A computed band gap often arrives with three decimals, and the program that made it is rarely the one a colleague uses. Here five calculations treat the same polar crystal of barium titanate, BaTiO₃, with the same density functional. They differ in how they describe the electrons near the nuclei and in the functions that represent the wavefunctions.

The gap separates filled states, made mostly of oxygen 2p orbitals, from empty states, made mostly of titanium 3d orbitals. Each state also has a wavevector, which tells how its phase changes from one unit cell to the next. The column "gap" compares the highest filled with the lowest empty state at any wavevectors of the mesh. The column "direct gap" allows only pairs with the same wavevector.

Band gaps of tetragonal BaTiO₃ (P4mm, 5 atoms, unrelaxed cell) from Kohn-Sham DFT with the PBE functional, without spin polarisation or spin-orbit coupling. Gaps are taken on a 7 × 7 × 7 k mesh with Fermi-Dirac smearing of 0.05 eV. The basis column lists plane-wave cutoffs, except for FLEUR (Kmax in 1/bohr) and Ansatz LAPW (basis error).

| program | potentials | basis | gap (eV) | direct gap (eV) | gap less the median of the rows (eV) |
| --- | --- | --- | --- | --- | --- |
| VASP | VASP PAW PBE potentials, recommended | 520 eV | 1.867 | 2.06200 | -0.058 |
| FLEUR | all electron | 4.72 Kmax | 1.921 | 2.08100 | -0.004 |
| Ansatz LAPW | all electron LAPW, scalar relativistic | 0.002 eV/atom basis error | 1.925 | 2.08400 | 0.000 |
| Ansatz | Ansatz NC | 1240 eV | 1.930 | 2.09100 | 0.005 |
| Ansatz | Ansatz PAW | 420 eV | 1.931 | 2.08800 | 0.006 |

### 1. Which gap is larger, and why?

The direct gap is larger in every row, by 0.16 to 0.20 eV. The highest filled and the lowest empty state therefore sit at different wavevectors, and the gap is indirect. An electron crossing it must change its wavevector as well as its energy, so light alone excites it only weakly at this threshold.

The reason lies in how titanium and oxygen orbitals overlap. At the zone centre every unit cell repeats with the same phase. If titanium sits midway between two oxygen atoms, the overlap of its lower 3d orbitals with the 2p orbital on one side is cancelled by the overlap on the other side. Away from the zone centre the phases change, the cancellation fails for most of these orbitals, and the mixing pushes them up. An orbital whose plane lies across the wavevector is the exception, and its band stays nearly flat. The lowest empty state is thus expected at the zone centre, and the computed levels of VASP and FLEUR do place it there.

The filled states follow another rule. Near the edge of the zone, oxygen orbitals can meet their neighbours with opposite signs, which raises their energy. In perovskites of this kind the highest filled state is usually found there.

### 2. What does the off-centre titanium do to the empty levels?

In this polar cell titanium has moved along the long axis, towards one oxygen atom and away from the opposite one. The two overlaps along that axis are no longer equal and no longer cancel. The 3d orbitals that point partly along the axis, called xz and yz, now mix with oxygen 2p even at the zone centre and rise. The xy orbital lies in the plane across the axis, where the overlaps still cancel, so it stays low.

This symmetry argument predicts that the lowest empty levels split. At the zone centre the two lowest are indeed 0.216 eV apart in VASP and 0.212 eV apart in FLEUR. The near agreement suggests that the splitting belongs to the crystal and not to the program. By the same reasoning, a smaller shift of titanium should give a smaller splitting, which closes when titanium returns to the centre of a cubic cell.

### 3. Can the levels themselves be compared between programs?

Not as they are printed. On each program's own energy scale, the highest filled state differs by up to 8.4 eV between the five calculations. The gaps of the same calculations differ by at most 0.064 eV.

An endless crystal has no outside, and hence no vacuum level from which to count energies. The zero is set by convention and also shifts with the description of the atoms: the three Ansatz rows alone differ by up to 1.9 eV. It drops out when two levels of one run are subtracted. Gaps and splittings can therefore be compared directly. A comparison of where the bands of two materials lie needs a common reference, for example the vacuum beside a computed surface.

### 4. Does it matter that the inner electrons are frozen?

Inner electrons are bound so tightly that a chemical bond hardly disturbs them. They can therefore be taken from the free atom and kept fixed. FLEUR and Ansatz LAPW instead compute all electrons in the crystal. The other three rows freeze 62 of the 102 electrons in the cell, but they keep the outer shells of barium and titanium just below the valence electrons free to respond.

The cleanest comparison stays within one program. Ansatz PAW, with a frozen core, gives a gap only 0.006 eV above that of Ansatz LAPW. The two all-electron rows themselves differ by 0.004 eV. Any effect of the frozen core on this gap is therefore hard to tell from the scatter among these four rows.

The cutoff in the column "basis" is no ranking of quality. With the norm-conserving potentials of Ansatz NC, the compact oxygen and titanium orbitals must be built entirely from smooth waves, which takes a cutoff of 1240 eV. The PAW method adds the sharp structure near the nuclei separately and manages with 420 eV. The two gaps differ by 0.001 eV, so a cutoff has a meaning only together with its potential.

### 5. Which digits can be trusted?

Four of the five rows lie between 1.921 and 1.931 eV. For these, the second decimal is good to about one unit and the third carries no information about the crystal. The order of these rows should not be interpreted either: Ansatz PAW has a slightly larger gap than Ansatz NC, but a slightly smaller direct gap. With VASP included, the safe statement is a gap of about 1.9 eV for this cell, this functional and this mesh. The mesh may miss the very top of the filled states, which would make the gap slightly too large.

The column "gap less the median of the rows" should be read in the same spirit. Its zero falls on the Ansatz LAPW row because that value happens to be the middle one. It marks the centre of the group, not the true gap.

Agreement between programs is also a different matter from agreement with nature. The measured gap is roughly 3.2 eV, a recalled value, which puts the computed ones too low by about 1.3 eV. That is some twenty times the whole spread of the table. Most of this shortfall is the well-known failing of PBE and similar functionals, whose orbital energies place empty states too close to filled ones. All five rows share it, along with the unrelaxed cell and the neglect of spin-orbit coupling, so a sixth program on the same settings would not reveal it.

### 6. Where does the lower VASP gap come from?

The VASP gap lies 0.060 eV below the mean of the other four, well outside their scatter. A gap has two ends, but without a common zero no one can say which of them has moved. The direct gap still allows the shift to be divided, because it is measured at the zone centre, where the lowest empty state also sits.

The highest filled state lies elsewhere in the zone, somewhat above the highest filled level at the zone centre. Let $d$ be this height difference. The step from the filled level at the zone centre up to the empty one is the direct gap, and the true top of the filled states has already climbed part of that step. Hence

$$E_{\text{gap}} = E_{\text{direct}} - d .$$

For VASP, $d$ is 0.195 eV, and $2.062 - 0.195 = 1.867$ eV returns the gap in the table. The relation is exact bookkeeping, so this success is no test of a theory. Its use is to divide the shift. The levels of VASP and FLEUR confirm that their direct gap lies at the zone centre; for the three Ansatz rows this is assumed, on the strength of their nearly equal $d$.

Relative to the mean of the other four rows, the VASP direct gap is smaller by 0.024 eV and its $d$ is larger by 0.036 eV. Together they give the full shift:

$$-0.024 - 0.036 = -0.060\ \text{eV}.$$

About 40 % of the shift is thus already present at the zone centre. The larger part arises among the filled states: in VASP their top stands further above the highest filled level at the zone centre.

### 7. Is that a matter of the mesh or of the potentials?

The mesh is a natural suspect for the larger part. With seven divisions along each axis, it contains the zone centre but steps over the zone edge: the nearest points lie at 3/7 of a reciprocal lattice vector, while the edge is at 1/2. If the filled states peak at the edge, the mesh catches them slightly below their top. This error should be nearly the same in all five rows, because they name the same mesh and their outputs label each gap as taken on it. Sampling could set VASP apart only if its top had been read at other points after all, such as those of a band plot that reaches the edge. The wavevector of the top is not listed, but the Fermi energy offers a check. The smearing leaves minute numbers of electrons above the gap and of holes below it, and the Fermi energy settles where the two balance on the mesh. It lies 0.059 eV above the middle of the gap in VASP and 0.061 eV above it in the three Ansatz rows. A VASP top read 0.036 eV above its mesh value would have raised the middle by 0.018 eV and shortened this distance by as much. No such change is seen, which speaks against sampling.

Sampling would also leave the zone centre itself untouched, and yet VASP differs there too. Its highest filled level stands 0.844 eV above the fourth one down, against 0.903 eV in FLEUR. The force on barium, which depends on the electron density as a whole, is about 1.8 times as large in VASP as in the three Ansatz rows. These differences point to the potentials or the basis, though they do not show how much of the gap shift either one causes.

The PAW method as such is an unlikely culprit, since Ansatz PAW uses it as well and stays within 0.010 eV of both all-electron rows. The particular set of potentials and the basis used with it remain as the main suspects.

Two tests would help to separate the causes. The first evaluates the bands of all programs at the same listed wavevectors, including the corners of the zone, and compares $d$ again. If the VASP value then falls into line, the larger part of the shift was sampling after all. The part at the zone centre would remain in either case. The second test therefore repeats VASP with other potentials, such as a harder one for oxygen, and a higher cutoff, and watches the gap together with the force on barium. Until then, a gap difference of 0.06 eV between two materials should not be read from a VASP value set beside one from another program. Both gaps should come from one program, with one family of potentials and equally dense meshes.
